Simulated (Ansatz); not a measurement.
Wanted: the native input for an Ansatz 0.2.0 run.

```
Task                : relaxation of the atoms
Functional          : PBE
Potentials or basis : Ansatz PAW
Cutoff              : 420 eV (not typed: the program's choice for these potentials)
k mesh              : 9 × 9 × 5
Occupations         : fermi-dirac, width 0.05 eV
Spin                : no spin polarisation
```

The system is Pb.

```
CELL_PARAMETERS angstrom
3.34080 0.00000 0.00000
-1.67040 3.01377 0.00000
0.00000 0.00000 5.59000
ATOMIC_POSITIONS crystal
Pb 0.66667 0.33333 0.75000
Pb 0.33333 0.66667 0.25000
```

The cell isn't the ideal one: strained by -4 %.

One way to write it, as run:

input.yaml

```yaml
crystal:
  lattice:
    - [3.3408, 0.0, 0.0]
    - [-1.6704, 3.0137684052, 0.0]
    - [0.0, 0.0, 5.59]
  atoms:
    - { symbol: Pb, position: [0.6666666667, 0.3333333333, 0.75] }
    - { symbol: Pb, position: [0.3333333333, 0.6666666667, 0.25] }
hamiltonian:
  xc: pbe
  pseudopotentials: { kind: paw }
kpoints:
  mp_grid: { grid: [9, 9, 5] }
scf:
  occupations: { method: fermi_dirac, width: 0.05 }
output:
  forces: true
  stress: true
  eigenvalues: true
relax:
  f_tol: 0.01
  max_steps: 40
```

Potentials or basis: Ansatz PAW.

Run with:

```sh
$ ansatz run input.yaml --threads 2 --pin off --max-ram 5632MiB --backend cpu --events-out ev --progress --plain --runs-dir out
```

Results of the run:

- Energy gained by relaxing: 0.0 meV/atom
- Ionic steps: 2
- Pressure after relaxing: 6.7 GPa
- Largest force after relaxing: 0.010 eV/Å
- Band gap on the k mesh: none (metal or under the smearing width)

Caveat: the thresholds are loose for stress.

Wall time 4.4 s on 2 threads of Arm Neoverse V1 (shared host), peak memory 0.36 GiB.
